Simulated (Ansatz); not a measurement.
## Transmission past a defect: Nb wire along [111], 7 atoms a period, Si and Si in place of neighbours Nb and Nb

What does the defect do to the conductance?

Calculated with Ansatz 0.2.0; DFT PBE, plane waves, PAW; relaxation of a wire's period, in the first sound run; inputs show where later runs differ.

### Step 1. The structure

The cell holds 7 atoms: 7 Nb. Cell: a = 11.481 Å, b = 13.557 Å, c = 2.867 Å, α = 90.0°, β = 90.0°, γ = 90.0°. Vacuum lies along a and b. The structure's axis is c.

Structure file:

```cif
data_structure
_symmetry_space_group_name_H-M 'P 1'
_symmetry_Int_Tables_number 1
_cell_length_a 11.4810
_cell_length_b 13.5570
_cell_length_c 2.8665
_cell_angle_alpha 90.000
_cell_angle_beta 90.000
_cell_angle_gamma 90.000
_cell_volume 446.17
loop_
_atom_site_label
_atom_site_type_symbol
_atom_site_fract_x
_atom_site_fract_y
_atom_site_fract_z
_atom_site_occupancy
Nb1 Nb 0.50000 0.45014 0.00000 1
Nb2 Nb 0.70386 0.74917 0.00000 1
Nb3 Nb 0.50000 0.64950 0.33333 1
Nb4 Nb 0.70386 0.35047 0.33333 1
Nb5 Nb 0.29614 0.54982 0.66667 1
Nb6 Nb 0.50000 0.25079 0.66667 1
Nb7 Nb 0.70386 0.54982 0.66667 1
```

### Step 2. Relaxation of atoms and period

Band widths follow the bond lengths, so the wire is relaxed first. The atoms and the third cell vector are free; the box across stays fixed as vacuum. A Fermi-Dirac smearing is set since the result may be a metal. The pressure printed is a third of the stress's trace over the whole box, vacuum included; only the stress along the axis is relaxed.

input.yaml

```yaml
crystal:
  lattice:
    - [11.481, 0.0, 0.0]
    - [0.0, 13.557, 0.0]
    - [0.0, 0.0, 2.8665440865]
  atoms:
    - { symbol: Nb, position: [0.500002042, 0.450144109, 0.0] }
    - { symbol: Nb, position: [0.703862633, 0.74917085, 0.0] }
    - { symbol: Nb, position: [0.500002042, 0.649495269, 0.333333333] }
    - { symbol: Nb, position: [0.703862633, 0.350468529, 0.333333333] }
    - { symbol: Nb, position: [0.296141451, 0.549819689, 0.666666667] }
    - { symbol: Nb, position: [0.500002042, 0.250792948, 0.666666667] }
    - { symbol: Nb, position: [0.703862633, 0.549819689, 0.666666667] }
kpoints:
  mp_grid: { grid: [1, 1, 28] }
scf:
  occupations: { method: fermi_dirac, width: 0.05 }
hamiltonian:
  xc: pbe
relax:
  cell: { fix: [a, b, alpha, beta, gamma] }
  max_steps: 60
```

Started as:

```
$ ansatz run input.yaml --threads 16 --pin off --max-ram 61440MiB --backend cuda --events-out ev --progress --plain --runs-dir out --max-vram 78GiB
```

Numbers of over 12 decimals in the logs are rounded to 6 here.

The log of the run:

```text
Engine: ansatz 0.2.0, aarch64-unknown-linux-gnu
Pseudopotentials: kind: paw
Pseudopotential: Nb, paw, valence charge 13, recommended cutoff 420 eV (normal), Nb.paw.azcp
Functional definition: PBE
  parameter kappa = 0.804
  parameter beta = 0.066725
  exchange = pbe_x(kappa = kappa, mu = beta*pi^2/3)
  correlation = pbe_c(beta = beta)
device memory: the entry about to start is reckoned to put 13.4 GiB on a device that reports 170.6 GiB free (of which the cap on the GPU budget leaves the run 78.0 GiB)
GPU FFT provider: cuFFT
GPU libraries: cuBLAS 13.8.1, cuFFT 12.4.0, cuSOLVER 12.3.2
GPU matrix products: emulated (plane waves: as basis.precision tells), large ones in fixed point in workspaces of 1.00 GiB
Crystal: 7 atoms, lattice volume = 446.172 Å³
Basis set: ecut = 420 eV, 8715 PW (Γ), exchange–correlation on 160×192×40 points (8 copies of the dense FFT grid, shifted against one another)
Bands: 55, of which v1, the nominal top of the filled ones, is band 46 counted from 1 (45 counted from 0)
Symmetry: 1 space group operations
Space group: P1 (ITA 1), of the structure as read, at distance tolerance 7.6e-5 Å
k-points: 15 of 28 (time reversal used)
Non-local potential: Nb, projectors of the file, l = 0: 3, l = 1: 2, l = 2: 2, l = 3: 1
PAW form: soft (Blöchl's): semilocal exchange-correlation on the pseudo side does not see the compensation charge
PAW one-centre angular grid: Nb, 590 points (default); XC on 64 Gauss nodes
Initial density: superposition of atomic densities (neutral atoms: chi_scale 0, normalization atom), corrected by the library's trained network
Initial wavefunctions: pseudopotential atomic-orbital guess
GPU buffer pool allocated for 153600 grid points (all kernels)
GPU transforms: local potential and band sums: pruned to the plane-wave sphere, on 80×90×20
Functional: x = pbe(κ = 0.804, μ = 0.219515), c = pbe(β = 0.066725)
SCF iter   1: F=—  HF=-31853.843746 eV  |F-HF|=—  |Δ(HF+E_count)|=         —  Δρ=6.07e-3  dr2=9.88e-1  ethr=1.77e-3  ⟨swp⟩=10.6  Hψ=3978  notcnv=0
preconditioner: auto → LDOS  [metal: Δε(μ)=0.015 eV  Ē_g=2.378 eV  σ=0.050 eV  W_gap=0.08  n_scr=50 (ndim 8)  ℏωp=10.4 eV  f_vac=0.517  D(μ)=15.08/eV (n_scr^D=108)  β→1.0]
SCF iter   2: F=—  HF=-31853.803878 eV  |F-HF|=—  |Δ(HF+E_count)|=   3.99e-2  Δρ=3.30e-3  dr2=1.20e-1  ethr=1.09e-3  ⟨swp⟩=2.3  Hψ=1098  notcnv=0  defer=1
SCF iter   3: F=—  HF=-31853.797204 eV  |F-HF|=—  |Δ(HF+E_count)|=   6.67e-3  Δρ=1.02e-3  dr2=3.09e-2  ethr=1.32e-4  ⟨swp⟩=2.4  Hψ=1230  notcnv=0  defer=1
SCF iter   4: F=—  HF=-31853.796654 eV  |F-HF|=—  |Δ(HF+E_count)|=   5.50e-4  Δρ=4.02e-4  dr2=2.97e-3  ethr=3.39e-5  ⟨swp⟩=1.3  Hψ=829  notcnv=0  defer=1
SCF iter   5: F=—  HF=-31853.796643 eV  |F-HF|=—  |Δ(HF+E_count)|=   1.16e-5  Δρ=9.18e-5  dr2=1.07e-4  ethr=3.26e-6  ⟨swp⟩=1.9  Hψ=942  notcnv=0  defer=1
SCF iter   6: F=—  HF=-31853.796478 eV  |F-HF|=—  |Δ(HF+E_count)|=   1.65e-4  Δρ=4.22e-5  dr2=1.97e-5  ethr=1.18e-7  ⟨swp⟩=2.3  Hψ=1201  notcnv=0  defer=1
SCF iter   7: F=—  HF=-31853.796463 eV  |F-HF|=—  |Δ(HF+E_count)|=   1.46e-5  Δρ=1.46e-5  dr2=2.93e-6  ethr=2.16e-8  ⟨swp⟩=2.0  Hψ=1085  notcnv=0  defer=1
SCF iter   8: F=—  HF=-31853.796464 eV  |F-HF|=—  |Δ(HF+E_count)|=   4.63e-7  Δρ=6.06e-6  dr2=6.41e-7  ethr=3.22e-9  ⟨swp⟩=2.0  Hψ=1091  notcnv=0  defer=1
SCF iter   9: F=-31853.796464 eV  HF=-31853.796464 eV  |F-HF|=3.76e-8  |Δ(HF+E_count)|=   4.94e-8  Δρ=2.12e-6  dr2=6.75e-8  ethr=1.10e-10  ⟨swp⟩=4.0  Hψ=3526  notcnv=0
SCF 1 converged in 9 iterations: F = -31853.796464 eV  dr2 = 6.75e-8
  greatest PAW one-centre occupation: 0.998 electrons in one spin orbital (limit 2), on the Nb atom at site 0 (counted from 0), in its partial waves of l = 0
relax step   1: F+E_penalty+E_count = -31853.79646384 eV  Δ(F+E_penalty+E_count) = +0.000e0 eV  max|allowed force component| = 1.725e0 eV/Å  Δτ_max = 0.0000 Å  P = -5.351 GPa  Ω = 446.172 Å³  fix = [a, b, alpha, beta, gamma]  reactions: a -3.913, b -4.168 GPa; alpha +0.220, beta -0.045, gamma +0.844 GPa/rad  (9 SCF iters, dr2 threshold 1.00e-7 eV, accepted)
device memory: the entry about to start is reckoned to put 13.2 GiB (of the 13.4 GiB reckoned in all, the device holds 0.1 GiB already) on a device that reports 170.5 GiB free (of which the cap on the GPU budget leaves the run 77.9 GiB)
GPU FFT provider: cuFFT
GPU libraries: cuBLAS 13.8.1, cuFFT 12.4.0, cuSOLVER 12.3.2
GPU matrix products: emulated (plane waves: as basis.precision tells), large ones in fixed point in workspaces of 1.00 GiB
Crystal: 7 atoms, lattice volume = 428.765 Å³
Basis set: ecut = 420 eV, 8435 PW (Γ), exchange–correlation on 160×192×40 points (8 copies of the dense FFT grid, shifted against one another)
Initial density: handed on by an earlier stage of this run
Initial wavefunctions: those handed on with the density
GPU buffer pool allocated for 153600 grid points (all kernels)
GPU transforms: local potential and band sums: pruned to the plane-wave sphere, on 80×90×20
SCF iter   1: F=—  HF=-31855.514410 eV  |F-HF|=—  |Δ(HF+E_count)|=         —  Δρ=1.47e-2  dr2=2.96e0  ethr=3.10e-3  ⟨swp⟩=10.9  Hψ=3896  notcnv=0
preconditioner: auto → LDOS  [metal: Δε(μ)=0.019 eV  Ē_g=2.796 eV  σ=0.050 eV  W_gap=0.10  n_scr=50 (ndim 8)  ℏωp=10.6 eV  f_vac=0.539  D(μ)=11.88/eV (n_scr^D=64)  β→1.0]
SCF iter   2: F=—  HF=-31855.426088 eV  |F-HF|=—  |Δ(HF+E_count)|=   8.83e-2  Δρ=9.19e-3  dr2=1.76e0  ethr=3.10e-3  ⟨swp⟩=2.9  Hψ=1377  notcnv=0  defer=3
SCF iter   3: F=—  HF=-31855.290515 eV  |F-HF|=—  |Δ(HF+E_count)|=   1.36e-1  Δρ=2.45e-3  dr2=1.32e-1  ethr=1.94e-3  ⟨swp⟩=2.0  Hψ=1223  notcnv=0  defer=3
SCF iter   4: F=—  HF=-31855.282726 eV  |F-HF|=—  |Δ(HF+E_count)|=   7.79e-3  Δρ=7.24e-4  dr2=7.70e-3  ethr=1.45e-4  ⟨swp⟩=2.3  Hψ=1195  notcnv=0  defer=3
SCF iter   5: F=—  HF=-31855.282864 eV  |F-HF|=—  |Δ(HF+E_count)|=   1.37e-4  Δρ=2.28e-4  dr2=7.15e-4  ethr=8.46e-6  ⟨swp⟩=2.1  Hψ=1102  notcnv=0  defer=3
SCF iter   6: F=—  HF=-31855.283014 eV  |F-HF|=—  |Δ(HF+E_count)|=   1.51e-4  Δρ=1.21e-4  dr2=2.93e-4  ethr=7.86e-7  ⟨swp⟩=2.1  Hψ=1219  notcnv=0  defer=3
SCF iter   7: F=—  HF=-31855.282927 eV  |F-HF|=—  |Δ(HF+E_count)|=   8.71e-5  Δρ=4.02e-5  dr2=2.23e-5  ethr=3.22e-7  ⟨swp⟩=2.0  Hψ=1102  notcnv=0  defer=3
SCF iter   8: F=—  HF=-31855.282930 eV  |F-HF|=—  |Δ(HF+E_count)|=   2.63e-6  Δρ=1.91e-5  dr2=7.08e-6  ethr=2.45e-8  ⟨swp⟩=2.2  Hψ=1233  notcnv=0  defer=3
SCF iter   9: F=-31855.282930 eV  HF=-31855.282930 eV  |F-HF|=1.82e-8  |Δ(HF+E_count)|=   3.11e-8  Δρ=6.18e-6  dr2=2.99e-7  ethr=7.69e-10  ⟨swp⟩=3.7  Hψ=3293  notcnv=0
SCF 2 converged in 9 iterations: F = -31855.282930 eV  dr2 = 2.99e-7
[...]
relax step   7: F+E_penalty+E_count = -31855.57373202 eV  Δ(F+E_penalty+E_count) = +1.132e-3 eV  max|allowed force component| = 1.126e-1 eV/Å  Δτ_max = 0.0664 Å  P = -0.007 GPa  Ω = 409.537 Å³  energy of the carried Pulay correction = +1.847e-3 eV  fix = [a, b, alpha, beta, gamma]  (7 SCF iters, dr2 threshold 2.55e-7 eV, rejected (line search))
[...]
relax step   8: F+E_penalty+E_count = -31855.57796961 eV  Δ(F+E_penalty+E_count) = -3.106e-3 eV  max|allowed force component| = 1.855e-2 eV/Å  Δτ_max = 0.0332 Å  P = -0.048 GPa  Ω = 409.502 Å³  energy of the carried Pulay correction = +1.849e-3 eV  fix = [a, b, alpha, beta, gamma]  reactions: a -0.108, b -0.038 GPa; alpha +0.021, beta +0.008, gamma +0.004 GPa/rad  (12 SCF iters, accepted)
[...]
relax step   9: F+E_penalty+E_count = -31855.57825633 eV  Δ(F+E_penalty+E_count) = -2.867e-4 eV  max|allowed force component| = 8.412e-3 eV/Å  Δτ_max = 0.0230 Å  P = -0.045 GPa  Ω = 409.464 Å³  energy of the carried Pulay correction = +1.851e-3 eV  fix = [a, b, alpha, beta, gamma]  reactions: a -0.084, b -0.054 GPa; alpha +0.018, beta +0.007, gamma -0.009 GPa/rad  (8 SCF iters, dr2 threshold 2.15e-8 eV, accepted)
device memory: the entry about to start is reckoned to put 13.3 GiB on a device that reports 170.6 GiB free (of which the cap on the GPU budget leaves the run 78.0 GiB)
GPU FFT provider: cuFFT
GPU libraries: cuBLAS 13.8.1, cuFFT 12.4.0, cuSOLVER 12.3.2
GPU matrix products: emulated (plane waves: as basis.precision tells), large ones in fixed point in workspaces of 1.00 GiB
Basis set: ecut = 420 eV, 8055 PW (Γ), exchange–correlation on 160×192×36 points (8 copies of the dense FFT grid, shifted against one another)
Initial wavefunctions: pseudopotential atomic-orbital guess (no wavefunctions were taken with the density)
GPU buffer pool allocated for 138240 grid points (all kernels)
GPU transforms: local potential and band sums: pruned to the plane-wave sphere, on 80×90×18
iter 1 solved again at ethr=4.08e-6 eV; its pass at ethr=3.10e-3 eV (dr2=3.72e-3 eV) is discarded
SCF iter   1: F=—  HF=-31855.576525 eV  |F-HF|=—  |Δ(HF+E_count)|=         —  Δρ=8.13e-5  dr2=3.47e-6  ethr=4.08e-6  ⟨swp⟩=3.5  Hψ=5722  notcnv=0
eigensolver tolerance schedule: the retry pair's looser diagonalisation over-reported the residual by 1071.02 of it (diagonalisation noise at an unbounded share of the residual, at the tolerance the schedule requests for it); recorded, not acted on — ethr = c·dr2/N_el stays at c = 1.0e-1
preconditioner: auto → LDOS  [metal: Δε(μ)=0.090 eV  Ē_g=2.870 eV  σ=0.050 eV  W_gap=0.41  n_scr=50 (ndim 8)  ℏωp=10.9 eV  f_vac=0.534  D(μ)=9.24/eV (n_scr^D=50)  β→1.0]
SCF iter   2: F=—  HF=-31855.576714 eV  |F-HF|=—  |Δ(HF+E_count)|=   1.89e-4  Δρ=1.21e-5  dr2=7.88e-7  ethr=3.81e-9  ⟨swp⟩=3.4  Hψ=2011  notcnv=0
SCF iter   3: F=—  HF=-31855.576714 eV  |F-HF|=—  |Δ(HF+E_count)|=   1.32e-7  Δρ=4.53e-6  dr2=4.18e-7  ethr=8.66e-10  ⟨swp⟩=2.3  Hψ=1413  notcnv=0
SCF iter   4: F=—  HF=-31855.576714 eV  |F-HF|=—  |Δ(HF+E_count)|=   3.25e-8  Δρ=1.92e-6  dr2=1.60e-8  ethr=4.60e-10  ⟨swp⟩=2.1  Hψ=1041  notcnv=0
SCF iter   5: F=—  HF=-31855.576714 eV  |F-HF|=—  |Δ(HF+E_count)|=   5.51e-9  Δρ=5.12e-7  dr2=1.46e-9  ethr=1.76e-11  ⟨swp⟩=3.0  Hψ=1785  notcnv=0
SCF iter   6: F=—  HF=-31855.576714 eV  |F-HF|=—  |Δ(HF+E_count)|=  2.40e-10  Δρ=1.85e-7  dr2=5.59e-10  ethr=1.60e-12  ⟨swp⟩=3.0  Hψ=1760  notcnv=0
SCF iter   7: F=—  HF=-31855.576714 eV  |F-HF|=—  |Δ(HF+E_count)|=  2.55e-11  Δρ=6.60e-8  dr2=8.84e-11  ethr=1.00e-12  ⟨swp⟩=1.3  Hψ=902  notcnv=0
SCF iter   8: F=-31855.576714 eV  HF=-31855.576714 eV  |F-HF|=2.55e-11  |Δ(HF+E_count)|=  7.28e-12  Δρ=3.43e-8  dr2=2.97e-11  ethr=1.00e-12  ⟨swp⟩=7.9  Hψ=2890  notcnv=0
SCF 10 converged in 8 iterations: F = -31855.576714 eV  dr2 = 2.97e-11
relax step  10: F+E_penalty+E_count = -31855.57671389 eV  Δ(F+E_penalty+E_count) = +1.542e-3 eV  max|allowed force component| = 8.637e-3 eV/Å  Δτ_max = 0.0000 Å  P = -0.045 GPa  Ω = 409.464 Å³  fix = [a, b, alpha, beta, gamma]  reactions: a -0.083, b -0.053 GPa; alpha +0.018, beta +0.007, gamma -0.009 GPa/rad  stress off target by 6.39e-4 GPa on what of the cell is left free  SCF on the basis re-selected at this cell (its energy is not comparable with the rows above)  (8 SCF iters)
basis re-selected at this cell: Δ(F+E_penalty+E_count) = +1.542e-3 eV, ΔP = -0.000 GPa vs the last step (what re-selecting the basis moved, of the pressure what is left beyond the Pulay correction that the steps carried, after the strain that the cell walked since its last selection, with what the two solves' SCF thresholds leave and, on support functions, any second-order correction that the steps lacked; it is no measure of the basis error at this ecutwfc). The dense FFT grid was sized anew with the basis: this SCF ran on 80×96×18 points, the steps before it on 80×96×20, so part of this shift can come from that change (see relax.cell in the input reference). [rest of the remark cut]
SCF converged after 8 iterations
Free energy (F): -31855.576714 eV
Harris-Foulkes:  -31855.576714 eV  (|F-HF|=2.55e-11)
Internal energy: -31855.499472 eV  (E = F + TS)
E sigma→0 (E₀):  -31855.538093 eV
Entropy (-TS):   -0.077242 eV (-11.035 meV/atom)
Fermi energy:    2.970361 eV
--- Per-component energies (eV) ---
  E_band       = -1842.793988
  E_kinetic    = 2764.729365
  E_local      = -32062.059287  (includes V_loc(G=0)·N_el)
  E_nonlocal   = 853.729926
  E_hartree    = 14420.229547
  E_xc         = -1221.222353
  E_vxc        = -1480.381707  (∫ρ·V_xc dr)
  E_paw        = -21518.048239  (= ΣΔE_a)
  E_vpaw       = -759.271160  (= ΣTr[D̂ρ^β])
  E_aug_tail   = 0.000049  (compensation charges beyond the density's cutoff)
  E_ewald      = 4907.141520
  E_smearing   = -0.077242  (= −TS)
  E_closure    = 0.000000  (closes the sum)
  Σ components = -31855.576714   (vs F -31855.576714, Δ=0.00e0)
--- Forces (eV/Å), atoms counted from 1 ---
  atom   1  Nb    -0.00083787     0.00297832     0.00094112
  atom   2  Nb     0.00184498     0.00296029     0.00076266
  atom   3  Nb    -0.00338856     0.00532584     0.00096460
  atom   4  Nb     0.00863645    -0.00534937     0.00005271
  atom   5  Nb    -0.00634515    -0.00510268     0.00190687
  atom   6  Nb    -0.00246732    -0.00346839    -0.00056914
  atom   7  Nb     0.00255623     0.00265664    -0.00405885
  max |Σ_I F_I| component: 1.25e-6 eV/Å
--- Stress (GPa, compression-positive) ---
       -0.082974       0.009041      -0.007346
        0.009041      -0.052783      -0.017767
       -0.007346      -0.017767       0.000639
  P = ⅓ Tr σ = -0.0450 GPa (-0.450 kbar)
--- Band table (eV; the first three rows and the last of 15) ---
  k-point 0: bands = [... 42 lower, 1.9758, 2.0413, 2.2982, 2.5319, 2.8493, 2.9355, 3.2589, 3.4531, ... 5 higher]
  k-point 1: bands = [... 42 lower, 1.9836, 2.0498, 2.2982, 2.5348, 2.8482, 2.9276, 3.2420, 3.4554, ... 5 higher]
  k-point 2: bands = [... 42 lower, 2.0075, 2.0809, 2.3021, 2.5395, 2.8326, 2.9114, 3.1961, 3.4543, ... 5 higher]
  k-point 14: bands = [... 42 lower, 3.3740, 3.6537, 3.6740, 3.8306, 3.9309, 4.1354, 4.2526, 4.4889, ... 5 higher]
--- Relaxed structure (9 steps of the walk, 7 accepted, 1 SCFs on fresh bases) ---
  F+E_penalty+E_count = -31855.57671389 eV   max|allowed force component| = 8.637e-3 eV/Å   (the final SCF, on the basis selected at the relaxed cell)
  cell:  # Å, volume = 409.4644 Å³
    - [11.481, 0, 0]
    - [0, 13.557, 0]
    - [0, 0, 2.630709]
  atoms:
    - { symbol: Nb, position: [0.494329, 0.449893, 0.018865] }
    - { symbol: Nb, position: [0.689705, 0.732941, -0.0072982] }
    - { symbol: Nb, position: [0.492450, 0.651248, 0.314722] }
    - { symbol: Nb, position: [0.701077, 0.353512, 0.344076] }
    - { symbol: Nb, position: [0.304777, 0.553906, 0.632891] }
    - { symbol: Nb, position: [0.520197, 0.259023, 0.694212] }
    - { symbol: Nb, position: [0.705201, 0.549188, 0.669199] }
```

The job ended after 5.9 s (1 × NVIDIA GB200 with 16 threads of Arm Neoverse V2, shared host; peak memory 1.2 GiB; 39 s of CPU time).

The steps of the relaxation:

| step | energy less that of the first step (eV) | largest force component (eV/Å) | pressure (GPa) | volume (Å³) |
| --- | --- | --- | --- | --- |
| 1 | 0.0000 | 1.7252 | -5.35 | 446.17 |
| 2 | -1.4865 | 0.6245 | -1.35 | 428.77 |
| 3 | -1.6587 | 0.7069 | 0.56 | 415.38 |
| 4 | -1.7543 | 0.2205 | -0.04 | 414.49 |
| 5 | -1.7127 | 0.4448 | -0.33 | 409.12 |
| 6 | -1.7784 | 0.0638 | -0.07 | 410.61 |
| 7 | -1.7773 | 0.1126 | -0.01 | 409.54 |
| 8 | -1.7815 | 0.0186 | -0.05 | 409.50 |
| 9 | -1.7818 | 0.0084 | -0.05 | 409.46 |
| 10* | -1.7802 | 0.0086 | -0.05 | 409.46 |

Relaxation steps marked * repeat the geometry before them on a plane-wave basis chosen anew for their cell, so energy and pressure can jump there. Relaxation steps 5, 7 were tried and not accepted.

| cell as run | before | after | change |
| --- | --- | --- | --- |
| c (Å) | 2.867 | 2.631 | -8.2 % |

The atoms that moved most (Å, along periodic axes as changes of fractional coordinates times the final cell, across vacuum about the mean position):

| atom | dx | dy | dz | length |
| --- | --- | --- | --- | --- |
| Nb2 | -0.163 | -0.220 | -0.019 | 0.274 |
| Nb6 | 0.232 | 0.112 | 0.072 | 0.267 |
| Nb5 | 0.099 | 0.055 | -0.089 | 0.144 |
| Nb3 | -0.087 | 0.024 | -0.049 | 0.102 |
| Nb1 | -0.065 | -0.003 | 0.050 | 0.082 |
| Nb4 | -0.032 | 0.041 | 0.028 | 0.059 |
| Nb7 | 0.015 | -0.009 | 0.007 | 0.019 |

Numbers from this step:

* energy at zero smearing: -31855.5381 eV
* cell length along the wire: 2.631 Å

The cell's length comes to 2.631 Å with spin left out.

(Continued in part 2 of 4.)

[Logs are printed without paths, hosts, clocks, repeated set-up lines and the standing remarks that a program may print on its own settings, such as how far it seeks lower states.]

[Hosts, paths, dates, database ids (printed as entryN), source tags and the programs' standing remarks are cut or masked in the printed files.]
